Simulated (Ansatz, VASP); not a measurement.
**One calculation of W, 5 ways**

The starting cell:

```
W
1.0
    -1.58234    1.58234    1.58234
     1.58234   -1.58234    1.58234
     1.58234    1.58234   -1.58234
W
1
Direct
  0.00000 0.00000 0.00000
```

Alike in all runs: task relaxation of cell and atoms; functional PBE; k mesh 12 × 12 × 12; occupations fermi-dirac, width 0.05 eV; no spin polarisation; no spin-orbit coupling.

```
                        program and potentials  plane-wave cutoff (eV)                                    notes  equilibrium volume (Å³/atom)
                            Ansatz, Ansatz PAW                     420  14 valence electrons an atom on average                         16.15
     VASP, PBE PAW files W, release 54, 600 eV                     600   6 valence electrons an atom on average                         15.96
  VASP, PBE PAW files W_sv, release 54, 600 eV                     600  14 valence electrons an atom on average                         16.18
           VASP, PBE PAW files W_sv_GW, 600 eV                     600  14 valence electrons an atom on average                         16.10
Ansatz, all-electron LAPW, scalar-relativistic                       -                                        -                         16.15
```

The equilibrium volume spans 15.96 (VASP, PBE PAW files W, release 54, 600 eV) to 16.18 Å³/atom (VASP, PBE PAW files W_sv, release 54, 600 eV), with all-electron results at 16.15. Relaxations stop with a little pressure left, so the last digit of a volume isn't settled.

The functional is the same throughout but for its coding, so the spread measures potentials, basis and numerics; runs on potential files found faulty are left out.
